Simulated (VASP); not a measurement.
# AlN (P6_3mc) in VASP: settings compared

The runs below take AlN through electric field gradients, core levels, phonons, elastic constants, G0W0 quasiparticle levels, with LDA, PBE.

Everything below comes from runs of VASP 6.6.1. Logs are shortened: lines on timing, memory, paths and dates and some standing lists are left out, and cuts for length are marked.

**What was measured.**

From “Self-assembly of well-separated AlN nanowires directly on sputtered metallic TiN films”, 2019, arxiv:1910.07391, for a bulk crystal of AlN at 10 K: band gap 6.034 eV (an exciton energy, a little under the gap).

“Structural and optical properties of self-assembled AlN nanowires grown on SiO2/Si substrates by molecular beam epitaxy”, 2024, arxiv:2402.00216 quotes, for a bulk crystal of AlN at 0 K: band gap 6.0343 eV (an exciton energy, a little under the gap).

How close the calculation comes is told below.

### 1 The structure

Symmetry: P6_3mc, No. 186, hexagonal system. Conventional cell: a = 3.113 Å, b = 3.113 Å, c = 4.981 Å, α = 90.00°, β = 90.00°, γ = 120.00°. Around Al (site symmetry 3m) lie 4 N at 1.89 Å. N (site symmetry 3m) has 4 Al at 1.89 Å as nearest neighbours.

### 2 Electric field gradients, LDA

File INCAR:

```
ALGO = Normal
EDIFF = 1E-8
ENCUT = 520
GGA = CA
ISIF = 2
ISMEAR = 0
LASPH = True
LCHARG = False
LEFG = True
LREAL = False
LWAVE = False
NELM = 60
PREC = Accurate
SIGMA = 0.02
```

File KPOINTS:

```
k-points
0
Gamma
  10 10 6
```

File POSCAR:

```
AlN
1.0
    3.1130000000      0.0000000000      0.0000000000
   -1.5565000000      2.6959370820      0.0000000000
    0.0000000000      0.0000000000      4.9810000000
Al N
2 2
Direct
    0.6666666667      0.3333333333      0.5000000000
    0.3333333333      0.6666666667      0.0000000000
    0.6666666667      0.3333333333      0.8800000000
    0.3333333333      0.6666666667      0.3800000000
```

Potentials or basis: VASP PAW LDA potentials, release 64 (Al, N).

Run with:

```console
cat potpaw_LDA.64/Al/POTCAR potpaw_LDA.64/N/POTCAR > POTCAR
mpirun -np 1 vasp_std > vasp.out
```

OUTCAR:

```text
EDIFF = 1E-8
   ENCUT = 520
   GGA = CA
   ISIF = 2
   ISMEAR = 0
   LASPH = True
   LREAL = False
   NELM = 60
   PREC = Accurate

 ion  position               nearest neighbor table
   1  0.667  0.333  0.500-   3 1.89   4 1.89   4 1.89   4 1.89   2 3.07   2 3.07   2 3.07   2 3.07
                             2 3.07   2 3.07
   2  0.333  0.667  0.000-   4 1.89   3 1.89   3 1.89   3 1.89   1 3.07   1 3.07   1 3.07   1 3.07
                             1 3.07   1 3.07
   3  0.667  0.333  0.880-   1 1.89   2 1.89   2 1.89   2 1.89
   4  0.333  0.667  0.380-   2 1.89   1 1.89   1 1.89   1 1.89

  LATTYP: Found a hexagonal cell.
 ALAT       =     3.1130000000
 C/A-ratio  =     1.6000642467

  Lattice vectors:

 A1 = (   3.1130000000,   0.0000000000,   0.0000000000)
 A2 = (  -1.5565000000,   2.6959370820,   0.0000000000)
 A3 = (   0.0000000000,   0.0000000000,   4.9810000000)

Analysis of symmetry for initial positions (statically):
=====================================================================
 Subroutine PRICEL returns:
 Original cell was already a primitive cell.

 Routine SETGRP: Setting up the symmetry group for a
 hexagonal supercell.

 Subroutine GETGRP returns: Found 12 space group operations
 (whereof  6 operations were pure point group operations)
 out of a pool of 24 trial point group operations.

The static configuration has the point symmetry C_3v.
 The point group associated with its full space group is C_6v.

Analysis of symmetry for dynamics (positions and initial velocities):
=====================================================================
 Subroutine PRICEL returns:
 Original cell was already a primitive cell.

 Routine SETGRP: Setting up the symmetry group for a
 hexagonal supercell.

 Subroutine GETGRP returns: Found 12 space group operations
 (whereof  6 operations were pure point group operations)
 out of a pool of 24 trial point group operations.

The dynamic configuration has the point symmetry C_3v.
 The point group associated with its full space group is C_6v.

 Subroutine INISYM returns: Found 12 space group operations
 (whereof  6 operations are pure point group operations),
 and found     1 'primitive' translations

----------------------------------------------------------------------------------------

                                     Primitive cell

  volume of cell :      41.8028

  direct lattice vectors                    reciprocal lattice vectors
     3.113000000  0.000000000  0.000000000     0.321233537  0.185464269  0.000000000
    -1.556500000  2.695937082  0.000000000     0.000000000  0.370928538  0.000000000
     0.000000000  0.000000000  4.981000000     0.000000000  0.000000000  0.200762899

  length of vectors
     3.113000000  3.113000000  4.981000000     0.370928538  0.370928538  0.200762899

  position of ions in fractional coordinates (direct lattice)
     0.666666667  0.333333333  0.500000000
     0.333333333  0.666666667  0.000000000
     0.666666667  0.333333333  0.880000000
     0.333333333  0.666666667  0.380000000

  ion indices of the primitive-cell ions
   primitive index   ion index
                 1           1
                 2           2
                 3           3
                 4           4

----------------------------------------------------------------------------------------

 KPOINTS: k-points

Automatic generation of k-mesh.
 Grid dimensions read from file:
 generate k-points for:   10   10    6

 Generating k-lattice:

  Cartesian coordinates                     Fractional coordinates (reciprocal lattice)
     0.032123354  0.018546427  0.000000000     0.100000000  0.000000000  0.000000000
     0.000000000  0.037092854  0.000000000     0.000000000  0.100000000  0.000000000
     0.000000000  0.000000000  0.033460483     0.000000000  0.000000000  0.166666667
[... 51 lines left out ...]
   ISPIN  =      1    spin polarized calculation?
   LNONCOLLINEAR =      F non collinear calculations
   LSORBIT =      F    spin-orbit coupling
   LASPH  =      T    aspherical Exc in radial PAW
   ENCUT  =  520.0 eV  38.22 Ry    6.18 a.u.   5.79  5.79  9.26*2*pi/ulx,y,z
   NELM   =     60;   NELMIN=  2; NELMDL= -5     # of ELM steps
   EDIFF  = 0.1E-07   stopping-criterion for ELM
   LREAL  =      F    real-space projection
   EDIFFG = 0.1E-06   stopping-criterion for IOM
   NSW    =      0    number of steps for IOM
   IBRION =     -1    ionic relax: 0-MD 1-quasi-New 2-CG
   NFREE  =      0    steps in history (QN), initial steepest desc. (CG)
   ISIF   =      2    stress and relaxation
   ISYM   =      2    0-nonsym 1-usesym 2-fastsym
   POTIM  = 0.5000    time-step for ionic-motion
   TEBEG  =    0.0;   TEEND  =   0.0 temperature during run
   PSTRESS=    0.0 pullay stress
   NELECT =      16.0000    total number of electrons
   NUPDOWN=      -1.0000    fix difference up-down
   EMIN   =  10.00;   EMAX   =-10.00  energy-range for DOS
   EFERMI =   0.00;   METHOD = LEGACY
   ISMEAR =     0;   SIGMA  =   0.02  broadening in eV -4-tet -1-fermi 0-gaus
   EFERMI_NEDOS =   21; number of points for ismear=-14 and -15
   IALGO  =     38    algorithm
   IMIX   =      4    mixing-type and parameters
     AMIX     =   0.40;   BMIX     =  1.00
     AMIX_MAG =   1.60;   BMIX_MAG =  1.00
  volume/ion in A,a.u.               =      10.45        70.52
  Fermi-wavevector in a.u.,A,eV,Ry     =   1.188629  2.246183 19.222843  1.412839
  Thomas-Fermi vector in A             =   2.324754
   LORBIT       =      0    0 simple, 1 ext, 2 COOP (PROOUT), +10 PAW based schemes
   GGA     = CA    functional components
   LHFCALC =     F    Hartree Fock is set to
   AEXX    =    0.0000 exact exchange contribution
   IVDW    =     0    specifies the selected vdW correction
   LEPSILON=     F    determine dielectric tensor
   LRPA    =     F    only Hartree local field effects (RPA)
 non-spin polarized calculation
 Gauss-broadening in eV      SIGMA  =   0.02
  energy-cutoff  :      520.00
  volume of cell :       41.80
 maximum number of plane-waves:      1142
 NGX is ok and might be reduce to    24
   NGX = 11   NGY = 11   NGZ = 19

 number of electron      16.0000000 magnetization

 Free energy of the ion-electron system (eV)
  ---------------------------------------------------
  ext. energy  EPLUGINS =         0.00000000
  ---------------------------------------------------
  free energy    TOTEN  =       -32.82974172 eV

  energy without entropy =      -32.82974172  energy(sigma->0) =      -32.82974172

 E-fermi :   5.9485     XC(G=0): -11.2417

 val. band max:        5.8572659305   @ k =   0.0000   0.0000   0.0000
 cond. band min:      10.1030387066   @ k =   0.0000   0.0000   0.0000
 fundamental gap:      4.2457727762
 Fermi energy:         5.9485114674

 k-point     1 :       0.0000    0.0000    0.0000
  band No.  band energies     occupation
      1      -9.1424      2.00000
      2      -6.9201      2.00000
      3      -0.1699      2.00000
      4       5.0217      2.00000
      5       5.0217      2.00000
      6       5.6786      2.00000
      7       5.6786      2.00000
      8       5.8573      2.00000
      9      10.1030      0.00000
     10      12.4072      0.00000
     11      16.3341      0.00000
     12      16.8197      0.00000
[... 331 lines left out ...]
 k-point    24 :       0.4000    0.1000    0.1667
  band No.  band energies     occupation
      1      -7.0964      2.00000
      2      -6.4057      2.00000
      3       0.4292      2.00000
      4       1.4546      2.00000
      5       2.7787      2.00000
      6       3.5694      2.00000
      7       4.4423      2.00000
      8       4.7890      2.00000
      9      11.2936      0.00000
     10      12.1788      0.00000
     11      14.6131      0.00000
     12      15.5131      0.00000

 [... further k-points ...]
[... 5 lines left out ...]
  --------------------------------------------------------------------------------------
  -------------------------------------------------------------------------------------
  Total       -1.2157745     -1.2157745     -0.7693686      0.0000000      0.0000000      0.0000000
  in kB      -46.5970260    -46.5970260    -29.4876154      0.0000000      0.0000000      0.0000000
  external PRESSURE =     -40.8938891 kB  Pullay stress =       0.0000000 kB

 VOLUME and BASIS-vectors are now :
 -----------------------------------------------------------------------------
  energy-cutoff  :      520.00
  volume of cell :       41.80
      direct lattice vectors                 reciprocal lattice vectors
     3.113000000  0.000000000  0.000000000     0.321233537  0.185464269  0.000000000
    -1.556500000  2.695937082  0.000000000     0.000000000  0.370928538  0.000000000
     0.000000000  0.000000000  4.981000000     0.000000000  0.000000000  0.200762899

 POSITION                                       TOTAL-FORCE (eV/Angst)
 -----------------------------------------------------------------------------------
      1.55650      0.89865      2.49050         0.000000      0.000000     -0.119297
     -0.00000      1.79729      0.00000        -0.000000     -0.000000     -0.119297
      1.55650      0.89865      4.38328         0.000000     -0.000000      0.119297
     -0.00000      1.79729      1.89278        -0.000000      0.000000      0.119297
 -----------------------------------------------------------------------------------
    total drift:                               -0.000000      0.000000      0.000382

  FREE ENERGIE OF THE ION-ELECTRON SYSTEM (eV)
  ---------------------------------------------------
  free  energy   TOTEN  =       -32.8297417151 eV

  energy  without entropy=      -32.8297417151  energy(sigma->0) =      -32.82974172

 Electric field gradients (V/A^2)
---------------------------------------------------------------------
 ion       V_xx      V_yy      V_zz      V_xy      V_xz      V_yz
---------------------------------------------------------------------
   1      -1.293    -1.293     2.586     0.000     0.000    -0.000
   2      -1.293    -1.293     2.586     0.000    -0.000     0.000
   3       0.299     0.300    -0.598     0.001     0.000    -0.000
   4       0.299     0.300    -0.598     0.001    -0.000     0.000
---------------------------------------------------------------------

 Electric field gradients after diagonalization (V/A^2)
 (convention: |V_zz| > |V_xx| > |V_yy|)
----------------------------------------------------------------------
 ion       V_xx      V_yy      V_zz     asymmetry (V_yy - V_xx)/ V_zz
----------------------------------------------------------------------
   1      -1.293    -1.293     2.586       0.000
   2      -1.293    -1.293     2.586       0.000
   3       0.300     0.298    -0.598       0.003
   4       0.300     0.298    -0.598       0.003
----------------------------------------------------------------------

           NMR quadrupolar parameters

 Cq : quadrupolar parameter    Cq=e*Q*V_zz/h
 eta: asymmetry parameters     (V_yy - V_xx)/ V_zz
 Q  : nuclear electric quadrupole moment in mb (millibarn)
----------------------------------------------------------------------
 ion       Cq(MHz)       eta       Q (mb)
----------------------------------------------------------------------
   1       0.006       0.000       1.000
   2       0.006       0.000       1.000
   3      -0.001       0.003       1.000
   4      -0.001       0.003       1.000
----------------------------------------------------------------------
```

Wall time 13 s (1 thread of AMD EPYC 9R45 (Zen 5), shared host); peak memory 0.12 GiB.

What came out:

```
Free energy            : -32.8297 eV
Pressure               : -4.1 GPa
Largest force          : 0.119 eV/Å
Band gap on the k mesh : 4.25 eV, direct
```

Forces in eV/Å, atoms in the order of the input:
```
Al   0.000  0.000 -0.119
Al   0.000  0.000 -0.119
N    0.000  0.000  0.119
N    0.000  0.000  0.119
```

Stress tensor (GPa, compression positive):
```
-4.66  0.00  0.00
 0.00 -4.66  0.00
 0.00  0.00 -2.95
```

Levels at points of the mesh, in eV from the valence-band top:
```csv
k point,band 4,band 5,band 6,band 7,band 8,band 9,band 10,band 11,band 12
"(0.00, 0.00, 0.00)",-0.84,-0.84,-0.18,-0.18,0.00,4.25,6.55,10.48,10.96
"(0.50, 0.00, 0.00)",-4.16,-3.36,-2.08,-1.80,-0.66,5.67,5.69,8.10,10.16
"(0.00, 0.00, 0.50)",-3.32,-0.52,-0.52,-0.52,-0.52,6.42,6.42,10.16,10.16
"(0.50, 0.00, 0.50)",-5.63,-1.45,-1.45,-1.36,-1.36,5.21,5.21,9.11,9.11
```

Electric field gradients, principal values (V/Å²):
```csv
atom,Vxx,Vyy,Vzz
1 Al,-1.293,-1.293,2.586
2 Al,-1.293,-1.293,2.586
3 N,0.298,0.300,-0.598
4 N,0.298,0.300,-0.598
```

### 3 Core levels, LDA

File INCAR:

```
PREC = Accurate
ENCUT = 520
EDIFF = 1E-7
ISMEAR = 0
SIGMA = 0.02
LREAL = F
LASPH = T
NELM = 80
ALGO = Normal
ISIF = 2
LWAVE = F
LCHARG = F
GGA = CA
ICORELEVEL = 1
```

File KPOINTS:

```
Automatic mesh
0
Gamma
  10 10 6
```

POSCAR is that of step 2.

Potentials or basis: VASP PAW LDA potentials, release 64 (Al, N).

Run with:

```console
cat potpaw_LDA.64/Al/POTCAR potpaw_LDA.64/N/POTCAR > POTCAR
mpirun -np 1 vasp_std > vasp.out
```

OUTCAR:

```text
PREC = Accurate
   ENCUT = 520
   EDIFF = 1E-7
   ISMEAR = 0
   LREAL = F
   LASPH = T
   NELM = 80
   ISIF = 2
   GGA = CA

 ion  position               nearest neighbor table
   1  0.667  0.333  0.500-   3 1.89   4 1.89   4 1.89   4 1.89   2 3.07   2 3.07   2 3.07   2 3.07
                             2 3.07   2 3.07
   2  0.333  0.667  0.000-   4 1.89   3 1.89   3 1.89   3 1.89   1 3.07   1 3.07   1 3.07   1 3.07
                             1 3.07   1 3.07
   3  0.667  0.333  0.880-   1 1.89   2 1.89   2 1.89   2 1.89
   4  0.333  0.667  0.380-   2 1.89   1 1.89   1 1.89   1 1.89

  LATTYP: Found a hexagonal cell.
 ALAT       =     3.1130000000
 C/A-ratio  =     1.6000642467

  Lattice vectors:

 A1 = (   3.1130000000,   0.0000000000,   0.0000000000)
 A2 = (  -1.5565000000,   2.6959370820,   0.0000000000)
 A3 = (   0.0000000000,   0.0000000000,   4.9810000000)

Analysis of symmetry for initial positions (statically):
=====================================================================
 Subroutine PRICEL returns:
 Original cell was already a primitive cell.

 Routine SETGRP: Setting up the symmetry group for a
[... 186 lines left out ...]
 fundamental gap:      4.2457833954
 Fermi energy:         5.9485172114

 k-point     1 :       0.0000    0.0000    0.0000
  band No.  band energies     occupation
      1      -9.1424      2.00000
      2      -6.9201      2.00000
      3      -0.1699      2.00000
      4       5.0217      2.00000
      5       5.0217      2.00000
      6       5.6786      2.00000
      7       5.6786      2.00000
      8       5.8572      2.00000
      9      10.1030      0.00000
     10      12.4072      0.00000
     11      16.3341      0.00000
     12      16.8197      0.00000
[... 271 lines left out ...]
 k-point    20 :       0.5000   -0.0000    0.1667
  band No.  band energies     occupation

------------------------ aborting loop because EDIFF is reached ----------------------------------------

  FORCE on cell =-STRESS in cart. coord.  units (eV):
  Direction    XX          YY          ZZ          XY          YZ          ZX
  --------------------------------------------------------------------------------------
  -------------------------------------------------------------------------------------
  Total       -1.2155296     -1.2155296     -0.7690944      0.0000000      0.0000000     -0.0000000
  in kB      -46.5876402    -46.5876402    -29.4771026      0.0000000      0.0000000     -0.0000000
  external PRESSURE =     -40.8841277 kB  Pullay stress =       0.0000000 kB

 VOLUME and BASIS-vectors are now :
 -----------------------------------------------------------------------------
  energy-cutoff  :      520.00
  volume of cell :       41.80
      direct lattice vectors                 reciprocal lattice vectors
     3.113000000  0.000000000  0.000000000     0.321233537  0.185464269  0.000000000
    -1.556500000  2.695937082  0.000000000     0.000000000  0.370928538  0.000000000
     0.000000000  0.000000000  4.981000000     0.000000000  0.000000000  0.200762899

 POSITION                                       TOTAL-FORCE (eV/Angst)
 -----------------------------------------------------------------------------------
      1.55650      0.89865      2.49050         0.000000      0.000000     -0.119314
     -0.00000      1.79729      0.00000        -0.000000     -0.000000     -0.119314
      1.55650      0.89865      4.38328        -0.000000      0.000000      0.119314
     -0.00000      1.79729      1.89278         0.000000     -0.000000      0.119314
 -----------------------------------------------------------------------------------
    total drift:                               -0.000000      0.000000      0.000431

  FREE ENERGIE OF THE ION-ELECTRON SYSTEM (eV)
  ---------------------------------------------------
  free  energy   TOTEN  =       -32.8297417129 eV

  energy  without entropy=      -32.8297417129  energy(sigma->0) =      -32.82974171
```

OSZICAR:

```text
N       E                     dE             d eps       ncg     rms          rms(c)
DAV:   1     0.482168023101E+02    0.48217E+02   -0.76484E+03  1344   0.119E+03
DAV:   2    -0.340919210254E+02   -0.82309E+02   -0.75337E+02  1916   0.215E+02
DAV:   3    -0.378471643821E+02   -0.37552E+01   -0.37382E+01  1744   0.493E+01
DAV:   4    -0.378747406704E+02   -0.27576E-01   -0.27570E-01  1544   0.501E+00
DAV:   5    -0.378750841501E+02   -0.34348E-03   -0.34347E-03  1700   0.552E-01    0.122E+01
DAV:   6    -0.329454892516E+02    0.49296E+01   -0.18210E+01  1580   0.319E+01    0.440E+00
DAV:   7    -0.328876965366E+02    0.57793E-01   -0.57088E-01  1532   0.568E+00    0.275E+00
DAV:   8    -0.328337413366E+02    0.53955E-01   -0.80859E-02  1520   0.288E+00    0.364E-01
DAV:   9    -0.328296405954E+02    0.41007E-02   -0.12482E-02  1672   0.810E-01    0.209E-01
DAV:  10    -0.328297821081E+02   -0.14151E-03   -0.68186E-04  1540   0.203E-01    0.103E-01
DAV:  11    -0.328297420173E+02    0.40091E-04   -0.99757E-05  1592   0.859E-02    0.200E-02
DAV:  12    -0.328297419186E+02    0.98680E-07   -0.12573E-06  1628   0.960E-03    0.615E-03
DAV:  13    -0.328297416933E+02    0.22533E-06   -0.13310E-06  1596   0.890E-03    0.456E-04
DAV:  14    -0.328297417129E+02   -0.19592E-07   -0.22003E-08   768   0.135E-03
   1 F= -.32829742E+02 E0= -.32829742E+02  d E =-.169535E-13
```

stdout:

```text
POSCAR found type information on POSCAR AlN
 POSCAR found :  2 types and       4 ions
 scaLAPACK will be used
 LDA part: xc-table for (Slater(with rela. corr.)+CA(PZ))
 , standard interpolation
 POSCAR, INCAR and KPOINTS ok, starting setup
 FFT: planning ... GRIDC
 FFT: planning ... GRID_SOFT
 FFT: planning ... GRID
 WAVECAR not read
 entering main loop
```

Wall time 13 s (1 thread of AMD EPYC 9R45 (Zen 5), shared host); peak memory 0.12 GiB.

Results:

```yaml
Free_energy: -32.8297 eV
Pressure: -4.1 GPa
Largest_force: 0.119 eV/Å
Band_gap_on_the_k_mesh: 4.25 eV, direct
```

Forces in eV/Å, atoms in the order of the input:
```
Al   0.000  0.000 -0.119
Al   0.000  0.000 -0.119
N    0.000  0.000  0.119
N    0.000  0.000  0.119
```

Core levels (eV, on the scale of the bands):
| atom | levels |
| --- | --- |
| 1 Al | 1s -1488.2, 2s -93.7, 2p -56.0 |
| 2 Al | 1s -1488.2, 2s -93.7, 2p -56.0 |
| 3 N | 1s -364.1 |
| 4 N | 1s -364.1 |

[end of part 1 of 2]
